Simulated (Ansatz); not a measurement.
Runs of Ansatz 0.2.0 on Rh. The structure is hexagonal, space group P6_3/mmc (No. 194). Conventional cell: a = 2.731 Å, b = 2.731 Å, c = 4.428 Å, α = 90.00°, β = 90.00°, γ = 120.00°. Around Rh (site symmetry -6m2) lie 12 Rh at 2.72 to 2.73 Å. This isn't the form of Rh at room conditions, which is fcc.

```csv
level,cutoff (eV),gap on the mesh (eV),pressure (GPa)
r2SCAN,500,none,-9.5
r2SCAN0,500,none,-18.6
HSE06,420,none,-14.5
PBE0,420,none,(b)
PBEsol,420,none,(a)
LDA,420,none,-19.3
```

Alike in all rows: task projected density of states; potentials or basis Ansatz PAW; no spin polarisation; cell as given; k mesh 6 × 6 × 4; smearing fermi-dirac 0.05 eV; the mesh is coarse, so values aren't converged.

Question: Fill in the values left out.

Answer: (a) -13.5; (b) -14.8.

Caveats: all runs use coarse meshes; the PAW data sets come from PBE, with cores solved anew for the run's functional, which leaves a small shift of forces and pressure; the thresholds are loose for stress (some runs).

A k mesh can miss the band edges, and the runs leave out spin-orbit coupling on Rh.

A gap of «none» marks a metal or a gap under the smearing width.
